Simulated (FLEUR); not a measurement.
Runs of FLEUR MaX-R8.1 (later development tree) on TaN. The structure is cubic, space group Fm-3m (No. 225). The conventional cell has a = 4.423 Å, b = 4.423 Å, c = 4.423 Å, α = 90.00°, β = 90.00°, γ = 90.00°. Ta (site symmetry m-3m) is surrounded by 6 N at 2.21 Å. N (site symmetry m-3m) is surrounded by 6 Ta at 2.21 Å. The cell comes from a database or a generator and needn't be the stable form of this composition.

```tsv
task	level	spin	k mesh	gmax	muffin-tin radii	lnonsphr	max iterations	mixing factor	kmax	mesh quality	gap on the mesh (eV)	V0 of scaled cells (Å³/atom)	B0 (GPa)
single point	PBEsol	off	10 × 10 × 10	15.5 1/bohr	Ta 2.32, N 1.44 bohr	Ta 10, N 8	60	0.05	5 1/bohr	not flagged	none	-	-
equation of state	SCAN	off	10 × 10 × 10	15.5 1/bohr	Ta 2.32, N 1.44 bohr	-	-	-	5 1/bohr	not flagged	-	10.50	353
single point	PBE	off	5 × 5 × 5	15.1 1/bohr	Ta 2.39, N 1.48 bohr	Ta 10, N 8	60	0.05	4.86 1/bohr	coarse	none	-	-
equation of state	LDA	off	10 × 10 × 10	15.5 1/bohr	Ta 2.32, N 1.44 bohr	Ta 10, N 8	-	-	5 1/bohr	not flagged	-	10.27	(c)
equation of state	PBEsol	off	10 × 10 × 10	15.5 1/bohr	Ta 2.32, N 1.44 bohr	Ta 10, N 8	-	-	5 1/bohr	not flagged	-	(b)	355
equation of state	r2SCAN	off	10 × 10 × 10	15.5 1/bohr	Ta 2.32, N 1.44 bohr	Ta 10, N 8	-	-	5 1/bohr	not flagged	-	10.62	(a)
```

Alike in all rows: potentials or basis all-electron, FLAPW; cell as given; smearing fermi-dirac 0.05 eV.

Q: Estimate the missing entries.

A: (a) 349; (b) 10.47; (c) 374.

Caveats: some runs use coarse meshes; the meta-GGA is that of a development version, with a GGA for the radial functions and cores and without core tails (some runs).

A k mesh can miss the band edges, and the runs leave out spin-orbit coupling on Ta.

A gap of «none» marks a metal or a gap under the smearing width.

Not every run made on this cell is shown here.
